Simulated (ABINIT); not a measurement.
Here is an ABINIT 10.8.3 (patched build) calculation.

run.abi

```
# Datasets: one volume each
ndtset 7
getwfk -1
scalecart1 3*0.9795861087
scalecart2 3*0.9864848297
scalecart3 3*0.9932883884
scalecart4 3*1.0000000000
scalecart5 3*1.0066227096
scalecart6 3*1.0131594038
scalecart7 3*1.0196128224

# Pseudopotentials
pp_dirpath "./"
pseudos "Ga.GGA_PBE-JTH.xml, P.GGA_PBE-JTH.xml"

# Structure
acell 3*1.0
rprim
     0.0000000000     5.1499761211     5.1499761211
     5.1499761211     0.0000000000     5.1499761211
     5.1499761211     5.1499761211     0.0000000000
ntypat 2
znucl 31 15
natom 2
typat 1 2
xred
     0.0000000000     0.0000000000     0.0000000000
     0.7500000000     0.7500000000     0.7500000000

# Plane-wave basis
ecut 544.227725 eV
pawecutdg 40.0
pawxcdev 0

# k points
kptopt 1
ngkpt 6 6 6
nshiftk 1
shiftk 0.0 0.0 0.0

# Exchange and correlation
ixc 11

# Bands and occupations
nband 13
occopt 3
tsmear 0.05 eV

# SCF cycle
nstep 100
tolvrs 1.0e-9

# Output
iomode 3
prtwf 1
prtden 0
prteig 0
prtebands 0
prtvol 2
```

Potentials or basis: JTH PAW PBE v2.0.

Command:

```console
$ abinit run.abi > log 2>&1
```

Q: What does it give for the bulk modulus?

A: 77 GPa.

Q: Predict the pressure derivative of the bulk modulus.

A: 4.5.

Q: Predict the equilibrium volume.

A: 20.89 Å³/atom.

Energy against volume, from the lowest point:
| volume (Å³/atom) | energy (meV/atom) |
| --- | --- |
| 19.026 | 47.21 |
| 19.431 | 27.74 |
| 19.836 | 13.81 |
| 20.240 | 4.88 |
| 20.645 | 0.43 |
| 21.050 | 0.00 |
| 21.455 | 3.20 |

Caveat: pressures at fixed basis lie under the slope of the energies. PBE usually gives volumes a little too large and moduli too small.

**Measured values to compare with.**

From “Phosphorous dimerization in GaP at high pressure”, 2017, arxiv:1709.06667, for a bulk crystal of GaP: bulk modulus 87.5 ± 0.6 GPa.

Measured bulk modulus of GaP: 87.5 GPa (“Phosphorous dimerization in GaP at high pressure”, 2017, arxiv:1709.06667). This calculation gives 77 GPa (-11.9 %). The fit is for a static lattice scaled at fixed shape and fixed fractional positions.
